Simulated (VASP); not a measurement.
Li, 2 atoms in the cell. Symmetry: R-3m, No. 166, trigonal system. Conventional cell: a = 3.574 Å, b = 3.574 Å, c = 12.836 Å, α = 90.00°, β = 90.00°, γ = 120.00°. Li (site symmetry 3m) has 1 Li at 1.48 Å as nearest neighbours. The cell was built by a generator and needn't be a form met in nature.

```yaml
Program: VASP 6.6.1
Task: relaxation of cell and atoms
Functional: PBE
Potentials_or_basis: VASP PAW PBE potentials, release 64 (Li_sv)
Cutoff: 600 eV
k_mesh: 6 × 6 × 6
Occupations: gaussian, width 0.1 eV
Spin: no spin polarisation
Dipole_correction: no
Further_INCAR_settings: ALGO = Fast; EDIFF = 1e-06; IBRION = 2; EDIFFG = -0.04; NSW = 90; ISIF = 3
```

Potentials or basis: VASP PAW PBE potentials, release 64 (Li_sv).

The run is started by

```console
$ cat potpaw_PBE.64/Li_sv/POTCAR > POTCAR
$ mpirun -np 1 vasp_std > vasp.out
```

Hardware: 1 thread of Intel(R) Xeon(R) Platinum 8375C CPU @ 2.90GHz (Ice Lake) (shared host).

Question: Estimate the wall time of this run.

Answer: Run time: 2.6 min on 1 thread of Intel(R) Xeon(R) Platinum 8375C CPU @ 2.90GHz (Ice Lake) (shared host), peak memory 0.23 GiB. Counts: scf iterations 121, k points 32, ion steps 10.
